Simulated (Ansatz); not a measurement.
# Mn (P6_3/mmc) in Ansatz: notebook, part 3 of 3

Ansatz 0.2.0. Earlier steps stand in the parts before.

## 4. Band structure, PBE, collinear spin, ferromagnetic start

input.yaml

```yaml
crystal:
  lattice:
    - [2.4836457705, 0.0, 0.0]
    - [-1.2418228853, 2.1509003313, 0.0]
    - [0.0, 0.0, 4.026195]
  atoms:
    - { symbol: Mn, position: [0.3333333333, 0.6666666667, 0.25], spin: 4.0 }
    - { symbol: Mn, position: [0.6666666667, 0.3333333333, 0.75], spin: 4.0 }
hamiltonian:
  xc: pbe
  pseudopotentials: { kind: paw }
magnetization:
  spin_polarized: true
kpoints:
  mp_grid: { grid: [12, 12, 7] }
  band_path:
    path:
      - [[0.0, 0.0, 0.0], [0.5, 0.0, 0.0], [0.3333333333, 0.3333333333, 0.0], [0.0, 0.0, 0.0], [0.0, 0.0, 0.5], [0.5, 0.0, 0.5], [0.3333333333, 0.3333333333, 0.5], [0.0, 0.0, 0.5]]
      - [[0.5, 0.0, 0.5], [0.5, 0.0, 0.0]]
      - [[0.3333333333, 0.3333333333, 0.0], [0.3333333333, 0.3333333333, 0.5]]
    npoints: 14
scf:
  occupations: { method: fermi_dirac, width: 0.05 }
  n_extra_bands: 6
output:
  forces: true
  stress: true
  eigenvalues: true
  fatbands: false
```

Potentials or basis: Ansatz PAW.

On the command line:

```sh
$ ansatz run input.yaml --threads 2 --pin off --max-ram 5632MiB --backend cpu --events-out ev --progress --plain --runs-dir out
```

What it wrote:

```text
Warning: the band count 21 (scf.n_extra_bands) hosts the net moment |M| = 8.0000 μB (N_el = 30) but caps the reachable moment at 2·n_bands − N_el = 12.0000 μB, below the 23 bands that the automatic rule leaves for it — a moment growing past the seed, or the majority channel's smearing tail, pins there with fewer empty majority states than that count leaves; raise or omit scf.n_extra_bands unless the cap is intended
Warning: RAYON_NUM_THREADS=2 ignored (pool sized by the plan → 2); use --threads N
scf.n_extra_bands = 6 over 15 filled bands (N_el = 30.0): the run solves 21 bands
Engine: ansatz 0.2.0, x86_64-unknown-linux-gnu
Pseudopotentials: kind: paw
Pseudopotential: Mn, paw, valence charge 15, recommended cutoff 420 eV (normal), Mn.paw.azcp
Functional definition: PBE
  parameter kappa = 0.804
  parameter beta = 0.06672455060314922
  exchange = pbe_x(kappa = kappa, mu = beta*pi^2/3)
  correlation = pbe_c(beta = beta)
Crystal: 2 atoms, lattice volume = 21.508 Å³
Basis set: ecut = 420 eV, 391 PW (Γ), exchange–correlation on 36×36×54 points (8 copies of the dense FFT grid, shifted against one another)
Bands: 21, of which v1, the nominal top of the filled ones, is band 15 counted from 1 (14 counted from 0)
Symmetry: 24 space group operations
Space group: P63/mmc (ITA 194), of the structure as read, at distance tolerance 2.8e-5 Å
Magnetic group: BNS 194.263 (UNI 1493), of the structure as read, at distance tolerance 2.8e-5 Å
k-points: 76 of 1008
Non-local potential: Mn, projectors of the file, l = 0: 3, l = 1: 2, l = 2: 3, l = 3: 1
PAW form: soft (Blöchl's): semilocal exchange-correlation on the pseudo side does not see the compensation charge
PAW one-centre angular grid: Mn, 590 points (default); XC on 64 Gauss nodes
Initial density: superposition of atomic densities (chi_scale 0.1, normalization cell)
Starting moments: Σ|m| = 8 μB on 2 of 2 sites
Initial wavefunctions: pseudopotential atomic-orbital guess
Functional: x = pbe(κ = 0.804, μ = 0.2195149727645171), c = pbe(β = 0.06672455060314922)
SCF iter   1: F=—  HF=-7802.483413 eV  |F-HF|=—  |Δ(HF+E_count)|=         —  Δρ=4.51e-1 (↑4.51e-1 ↓2.89e-1)  dr2=5.28e0  dr2_m=2.66e1  M=0.929 μB ∫|m|=1.013 μB  β_m=0.30  ethr=3.10e-3  ⟨swp⟩=3.3  Hψ=11222  notcnv=0
Mixer restart at iter 1: flushing history
preconditioner: auto → none  [metal: Δε(μ)=0.013 eV  Ē_g=6.672 eV  σ=0.050 eV  W_gap=0.06  n_scr=2 (ndim 8)  ℏωp=30.0 eV  f_vac=0.000  D(μ)=2.46/eV (n_scr^D=34)  sad-step TF]
SCF iter   2: F=—  HF=-7797.961247 eV  |F-HF|=—  |Δ(HF+E_count)|=    4.52e0  Δρ=2.80e-1 (↑2.80e-1 ↓2.22e-1)  dr2=8.43e-1  dr2_m=1.24e1  M=1.101 μB ∫|m|=1.130 μB  β_m=0.58  ethr=3.10e-3  ⟨swp⟩=3.5  Hψ=7272  notcnv=0  defer=109
SCF iter   3: F=—  HF=-7798.290214 eV  |F-HF|=—  |Δ(HF+E_count)|=   3.29e-1  Δρ=1.33e-1 (↑1.33e-1 ↓3.53e-2)  dr2=1.88e0  dr2_m=1.22e0  M=0.352 μB ∫|m|=0.375 μB  β_m=0.51  ethr=2.81e-3  ⟨swp⟩=3.1  Hψ=6257  notcnv=0  defer=106
SCF iter   4: F=—  HF=-7797.546478 eV  |F-HF|=—  |Δ(HF+E_count)|=   7.44e-1  Δρ=3.19e-2 (↑1.46e-2 ↓3.19e-2)  dr2=4.43e-2  dr2_m=1.03e-1  M=0.183 μB ∫|m|=0.203 μB  β_m=0.76  ethr=2.81e-3  ⟨swp⟩=3.4  Hψ=7136  notcnv=0  defer=115
[...]
SCF 1 converged in 11 iterations: F = -7797.581795 eV  dr2 = 5.51e-12
[...]
SCF iter   3: F=—  HF=-7797.582192 eV  |F-HF|=—  |Δ(HF+E_count)|=   3.87e-4  Δρ=9.76e-5 (↑9.76e-5 ↓9.75e-5)  dr2=3.15e-6  dr2_m=2.04e-7  M=0.000 μB ∫|m|=0.626 μB  ethr=3.07e-8  ⟨swp⟩=1.7  Hψ=10303  notcnv=0
SCF iter   4: F=—  HF=-7797.582191 eV  |F-HF|=—  |Δ(HF+E_count)|=   6.79e-7  Δρ=1.95e-5 (↑1.95e-5 ↓1.94e-5)  dr2=6.34e-8  dr2_m=5.14e-8  M=0.000 μB ∫|m|=0.620 μB  ethr=3.33e-10  ⟨swp⟩=2.0  Hψ=9380  notcnv=0
SCF iter   5: F=—  HF=-7797.582191 eV  |F-HF|=—  |Δ(HF+E_count)|=   3.28e-7  Δρ=8.16e-6 (↑8.16e-6 ↓8.15e-6)  dr2=8.14e-9  dr2_m=9.68e-9  M=0.000 μB ∫|m|=0.614 μB  ethr=3.33e-10  ⟨swp⟩=1.7  Hψ=9318  notcnv=0
SCF iter   6: F=-7797.582191 eV  HF=-7797.582191 eV  |F-HF|=3.38e-10  |Δ(HF+E_count)|=   5.46e-8  Δρ=1.64e-6 (↑1.64e-6 ↓1.64e-6)  dr2=6.31e-10  dr2_m=2.75e-10  M=-0.000 μB ∫|m|=0.611 μB  ethr=9.29e-11  ⟨swp⟩=1.2  Hψ=8690  notcnv=0
SCF iter   7: F=-7797.582191 eV  HF=-7797.582191 eV  |F-HF|=3.37e-10  |Δ(HF+E_count)|=  3.64e-12  Δρ=1.64e-6 (↑1.64e-6 ↓1.64e-6)  dr2=6.30e-10  dr2_m=2.76e-10  M=-0.000 μB ∫|m|=0.611 μB  ethr=2.10e-12  ⟨swp⟩=1.8  Hψ=10868  notcnv=0
SCF 2 converged in 7 iterations: F = -7797.582191 eV  dr2 = 6.30e-10
an SCF along what the orbitals of the run's state read of its open shells (or to have them read: on a GPU, or by another smearing), with 12 of the crystal's symmetry operations given up, reached no lower state that the run goes on to. This is no proof of a minimum
WARN: the starting moments were not kept: the SCF closed with an absolute magnetisation of 1.6e-6 μB, where they sum to 8 μB in size (2 sites). That is at most 0.1 of that sum. Measured as dr2_m measures the in/out step, that magnetisation stands 6.6e-13 eV from none, at or under the dr2_threshold of 1.0e-7 eV: it is no larger than a step whose dr2_m would equal this threshold. The system may hold no moment; this SCF shows only that its start led to no more than that. To try another start: raise the starting moments (crystal.atoms[].spin, magnetization.per_species, magnetization.initial_magnetization, or on a non-collinear deck that types none of these the spinor_matrix: blocks that start its atoms; where the total moment is fixed, keep their sum and leave initial_magnetization as it is; typed ones take the place of any that the run laid by itself, positive ones on a crystal's lanthanoids without a Hubbard term where scf.initial_density.shell_occupations: [] is typed) or, if the notice of its spin-set hold's release reads "site moments contracting" or "site moments show no strong build", lengthen the hold (scf.mixing.spin_hold: { on: { confirm: 4 } }; for m-r²SCAN on two components see the key's manual first). Each may lead to a state that holds a moment. A second SCF, from the converged charge density, with the starting moments and any scf.initial_density.shell_occupations laid on it anew, would have followed, and was not run: the deck does not ask for one (magnetization.retry_lost_moments is false, the default). To let it run, set magnetization.retry_lost_moments: true and run the deck again, where that key's refused combinations let it; where memory then withholds it, that run's warning says so.
NSCF: frozen V_eff on 129 k-points
SCF converged after 11 iterations
Magnetization: 0.0000 μB (15.0000 up, 15.0000 down)
Absolute magnetization: 0.0000 μB (∫|ρ↑−ρ↓|, with the PAW one-centre terms)
Spin contamination: 0.0000 ħ² per cell (⟨S²⟩ above its minimum at these occupations)
Per-site moments (μB) at R_I (Å): [(4.811914150438148e-7, 1.0195283593829112), (4.811914152490309e-7, 1.0195283593829112)]
Free energy (F): -7797.581795 eV
Harris-Foulkes:  -7797.581795 eV  (|F-HF|=0.00e0)
Internal energy: -7797.559853 eV  (E = F + TS)
E sigma→0 (E₀):  -7797.570824 eV
Entropy (-TS):   -0.021941 eV (-10.971 meV/atom)
Fermi energy:    20.170021 eV
--- Per-component energies (eV) ---
  E_band       = -315.164055
  E_kinetic    = 617.054545
  E_local      = -3125.085067  (includes V_loc(G=0)·N_el)
  E_nonlocal   = 472.519155
  E_hartree    = 1301.224793
  E_xc         = -231.710533
  E_vxc        = -296.967570  (∫ρ·V_xc dr)
  E_paw        = -2592.266280  (= ΣΔE_a)
  E_vpaw       = -585.134513  (= ΣTr[D̂ρ^β])
  E_aug_tail   = -0.000017  (compensation charges beyond the density's cutoff)
  E_ewald      = -4239.296449
  E_smearing   = -0.021941  (= −TS)
  E_closure    = -0.000000  (closes the sum)
  Σ components = -7797.581795   (vs F -7797.581795, Δ=0.00e0)
--- Forces (eV/Å), atoms counted from 1 ---
  atom   1  Mn    -0.00000000    -0.00000000     0.00000000
  atom   2  Mn     0.00000000     0.00000000    -0.00000000
  max |Σ_I F_I| component: 1.16e-18 eV/Å
--- Stress (GPa, compression-positive) ---
       -1.051582      -0.000000       0.000000
       -0.000000      -1.051582      -0.000000
        0.000000      -0.000000      -1.329779
  P = ⅓ Tr σ = -1.1443 GPa (-11.443 kbar)
--- Band table (eV; the first three rows and the last of 152) ---
  k-point 0 ↑: bands = ["-58.9889", "-58.8284", "-28.0510", "-27.3859", "-27.3859", "-27.2817", "-27.2817", "-27.2734", "11.9472", "15.7288", "19.1971", "19.2302", "19.2302", "19.7008", "19.7008", "20.2364", "20.2364", "20.8449", "21.7972", "21.7972", "29.3987"]
  k-point 1 ↑: bands = ["-58.9810", "-58.8364", "-28.0136", "-27.3808", "-27.3808", "-27.3131", "-27.2869", "-27.2869", "12.1653", "15.6913", "19.1139", "19.1637", "19.1637", "19.6198", "19.6198", "20.2706", "20.4098", "20.4098", "21.7872", "21.7872", "30.3386"]
  k-point 2 ↑: bands = ["-58.9589", "-58.8588", "-27.9082", "-27.4235", "-27.3664", "-27.3664", "-27.3014", "-27.3014", "12.7924", "15.4506", "18.9006", "19.0833", "19.0833", "19.2431", "19.4286", "19.4286", "20.7875", "20.7875", "21.7161", "21.7161", "32.5613"]
  k-point 75 ↓: bands = ["-58.7957", "-58.7957", "-27.8825", "-27.8825", "-27.7547", "-27.7019", "-27.4164", "-27.4164", "17.3148", "17.4061", "17.4061", "17.5092", "18.5764", "18.5764", "20.0880", "20.3905", "21.8514", "21.8514", "27.8969", "27.8969", "28.9829"]
```

It took 39 s on 2 threads of Intel Xeon at 2.50GHz (Skylake/Cascade Lake), shared host; peak memory 0.53 GiB.

Results:

```
Free energy            : -7797.5818 eV
Pressure               : -1.1 GPa
Band gap on the k mesh : none (metal or under the smearing width)
Net moment             : 0.00 μB per cell
Absolute moment        : 0.00 μB per cell
```

Levels at the corners of the path, in eV from the Fermi level:
Spin up:
```tsv
point	band 12	band 13	band 14	band 15	band 16	band 17	band 18	band 19
Γ	-0.94	-0.94	-0.47	-0.47	0.07	0.07	0.67	1.63
M	-1.36	-1.14	-0.94	-0.42	1.84	1.98	2.06	3.59
K	-2.66	-1.38	-1.38	-0.07	1.46	1.46	1.64	6.48
Γ	-0.94	-0.94	-0.47	-0.47	0.07	0.07	0.67	1.63
A	-1.54	-1.02	-1.02	-1.02	-1.02	1.20	1.20	1.20
L	-2.65	0.20	0.20	0.85	0.85	1.97	1.97	3.16
H	-2.74	-1.60	-1.60	0.03	0.03	1.69	1.69	7.74
A	-1.54	-1.02	-1.02	-1.02	-1.02	1.20	1.20	1.20
L	-2.65	0.20	0.20	0.85	0.85	1.97	1.97	3.16
M	-1.36	-1.14	-0.94	-0.42	1.84	1.98	2.06	3.59
K	-2.66	-1.38	-1.38	-0.07	1.46	1.46	1.64	6.48
H	-2.74	-1.60	-1.60	0.03	0.03	1.69	1.69	7.74
```
Spin down:
| point | band 11 | band 12 | band 13 | band 14 | band 15 | band 16 | band 17 | band 18 | band 19 | band 20 |
| --- | --- | --- | --- | --- | --- | --- | --- | --- | --- | --- |
| Γ | -0.97 | -0.94 | -0.94 | -0.47 | -0.47 | 0.07 | 0.07 | 0.67 | 1.63 | 1.63 |
| M | -3.69 | -1.36 | -1.14 | -0.94 | -0.42 | 1.84 | 1.98 | 2.06 | 3.59 | 5.67 |
| K | -2.88 | -2.66 | -1.38 | -1.38 | -0.07 | 1.46 | 1.46 | 1.64 | 6.48 | 7.56 |
| Γ | -0.97 | -0.94 | -0.94 | -0.47 | -0.47 | 0.07 | 0.07 | 0.67 | 1.63 | 1.63 |
| A | -1.54 | -1.54 | -1.02 | -1.02 | -1.02 | -1.02 | 1.20 | 1.20 | 1.20 | 1.20 |
| L | -2.65 | -2.65 | 0.20 | 0.20 | 0.85 | 0.85 | 1.97 | 1.97 | 3.16 | 3.16 |
| H | -2.74 | -2.74 | -1.60 | -1.60 | 0.03 | 0.03 | 1.69 | 1.69 | 7.74 | 7.74 |
| A | -1.54 | -1.54 | -1.02 | -1.02 | -1.02 | -1.02 | 1.20 | 1.20 | 1.20 | 1.20 |
| L | -2.65 | -2.65 | 0.20 | 0.20 | 0.85 | 0.85 | 1.97 | 1.97 | 3.16 | 3.16 |
| M | -3.69 | -1.36 | -1.14 | -0.94 | -0.42 | 1.84 | 1.98 | 2.06 | 3.59 | 5.67 |
| K | -2.88 | -2.66 | -1.38 | -1.38 | -0.07 | 1.46 | 1.46 | 1.64 | 6.48 | 7.56 |
| H | -2.74 | -2.74 | -1.60 | -1.60 | 0.03 | 0.03 | 1.69 | 1.69 | 7.74 | 7.74 |

Caveat: the starting moments collapsed, and a magnetic state may lie lower; the starting moments weren't kept.

## 5. Band structure, LDA, collinear spin, ferromagnetic start

input.yaml: that of step 4 with these lines changed.

```diff
@@ -9,3 +9,3 @@
 hamiltonian:
-  xc: pbe
+  xc: lda
   pseudopotentials: { kind: paw }
@@ -29 +29,5 @@
   fatbands: false
+  write_density: true
+  write_potential: true
+  elf: true
+  volumetric_format: npy
```

On the command line:

```sh
$ ansatz run input.yaml --threads 2 --pin off --max-ram 5632MiB --backend cpu --events-out ev --progress --plain --runs-dir out
```

Wall time 11 s (2 threads of Intel Xeon at 2.50GHz (Skylake/Cascade Lake), shared host); peak memory 0.38 GiB.

The run converged. Its results:

| Quantity | Value |
| --- | --- |
| Free energy | -7682.5841 eV |
| Pressure | -19.5 GPa |
| Band gap on the k mesh | none (metal or under the smearing width) |
| Net moment | 0.00 μB per cell |
| Absolute moment | 0.00 μB per cell |

Stress tensor (GPa, compression positive):
```
-19.18   0.00   0.00
  0.00 -19.18   0.00
  0.00   0.00 -20.14
```

Levels at the corners of the path, in eV from the Fermi level:
Spin up:
```
point  band 12  band 13  band 14  band 15  band 16  band 17  band 18  band 19
    Γ    -0.95    -0.95    -0.48    -0.48     0.05     0.05     0.77     1.62
    M    -1.31    -1.16    -0.94    -0.42     1.84     1.98     2.06     3.62
    K    -2.63    -1.39    -1.39    -0.07     1.47     1.47     1.64     6.55
    Γ    -0.95    -0.95    -0.48    -0.48     0.05     0.05     0.77     1.62
    A    -1.54    -1.03    -1.03    -1.03    -1.03     1.20     1.20     1.20
    L    -2.65     0.19     0.19     0.88     0.88     1.97     1.97     3.21
    H    -2.72    -1.58    -1.58     0.03     0.03     1.70     1.70     7.78
    A    -1.54    -1.03    -1.03    -1.03    -1.03     1.20     1.20     1.20
    L    -2.65     0.19     0.19     0.88     0.88     1.97     1.97     3.21
    M    -1.31    -1.16    -0.94    -0.42     1.84     1.98     2.06     3.62
    K    -2.63    -1.39    -1.39    -0.07     1.47     1.47     1.64     6.55
    H    -2.72    -1.58    -1.58     0.03     0.03     1.70     1.70     7.78
```
Spin down:
```tsv
point	band 12	band 13	band 14	band 15	band 16	band 17	band 18	band 19
Γ	-0.95	-0.95	-0.48	-0.48	0.05	0.05	0.77	1.62
M	-1.31	-1.16	-0.94	-0.42	1.84	1.98	2.06	3.62
K	-2.63	-1.39	-1.39	-0.07	1.47	1.47	1.64	6.55
Γ	-0.95	-0.95	-0.48	-0.48	0.05	0.05	0.77	1.62
A	-1.54	-1.03	-1.03	-1.03	-1.03	1.20	1.20	1.20
L	-2.65	0.19	0.19	0.88	0.88	1.97	1.97	3.21
H	-2.72	-1.58	-1.58	0.03	0.03	1.70	1.70	7.78
A	-1.54	-1.03	-1.03	-1.03	-1.03	1.20	1.20	1.20
L	-2.65	0.19	0.19	0.88	0.88	1.97	1.97	3.21
M	-1.31	-1.16	-0.94	-0.42	1.84	1.98	2.06	3.62
K	-2.63	-1.39	-1.39	-0.07	1.47	1.47	1.64	6.55
H	-2.72	-1.58	-1.58	0.03	0.03	1.70	1.70	7.78
```

Caveat: the starting moments collapsed, and a magnetic state may lie lower; so large a pressure means that the cell lies far from this level's equilibrium, or that cutoff or potentials fall short; the PAW data sets come from PBE, with cores solved anew for the run's functional, which leaves a small shift of forces and pressure; the starting moments weren't kept.
